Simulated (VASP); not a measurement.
Input of a VASP 6.6.1 run:

The input POSCAR:

```
InAs
1.0
    0.0000000000      3.0180000000      3.0180000000
    3.0180000000      0.0000000000      3.0180000000
    3.0180000000      3.0180000000      0.0000000000
In As
1 1
Direct
    0.0000000000      0.0000000000      0.0000000000
    0.7500000000      0.7500000000      0.7500000000
```

File INCAR.step1:

```
SYSTEM = InAs
ALGO     = Normal         ! electronic algorithm
EDIFF    = 1E-5           ! SCF threshold, eV
ENCUT    = 520            ! plane-wave cutoff, eV
GGA      = PE             ! functional
ISIF     = 2              ! what is computed and relaxed
ISMEAR   = -1             ! smearing method
LASPH    = .TRUE.         ! aspherical terms in the spheres
LCHARG   = .FALSE.        ! write CHGCAR
LREAL    = .FALSE.        ! projectors in reciprocal space
LWAVE    = .TRUE.         ! write WAVECAR
NELM     = 80             ! most SCF steps
PREC     = Accurate       ! precision mode
SIGMA    = 0.05           ! smearing width, eV
```

File INCAR.step2:

```
SYSTEM = InAs
AEXX     = 0.25           ! exact-exchange fraction
ALGO     = Normal         ! electronic algorithm
EDIFF    = 1E-6           ! SCF threshold, eV
ENCUT    = 520            ! plane-wave cutoff, eV
GGA      = PE             ! functional
HFSCREEN = 0.4            ! screening, 1/A
ISIF     = 2              ! what is computed and relaxed
ISMEAR   = -1             ! smearing method
ISTART   = 1            
LASPH    = .TRUE.         ! aspherical terms in the spheres
LCHARG   = .FALSE.        ! write CHGCAR
LHFCALC  = .TRUE.         ! exact exchange
LREAL    = .FALSE.        ! projectors in reciprocal space
LWAVE    = .FALSE.        ! write WAVECAR
NELM     = 80             ! most SCF steps
PREC     = Accurate       ! precision mode
PRECFOCK = Fast         
SIGMA    = 0.05           ! smearing width, eV
```

KPOINTS

```
k-points
0
G
  4 4 4
  0 0 0
```

Potentials or basis: VASP PAW PBE potentials, release 64 (In_d, As).

The run is started by

```bash
$ cat potpaw_PBE.64/In_d/POTCAR potpaw_PBE.64/As/POTCAR > POTCAR
$ cp INCAR.step1 INCAR
$ mpirun -np 1 vasp_std > vasp.out
$ cp INCAR.step2 INCAR
$ mpirun -np 1 vasp_std > vasp.out
```

Task: Predict the pressure.

Result: 2.9 GPa.

Task: Estimate the band gap on the k mesh.

Result: 0.32 eV, direct.

Caveat: the k mesh is coarse (spacing up to 0.45 Å⁻¹), so the values aren't converged, least of all with exact exchange; the PAW data sets were made with another functional, which shifts forces and pressure a little; spin-orbit coupling is left out, which moves the levels of the heavy elements.
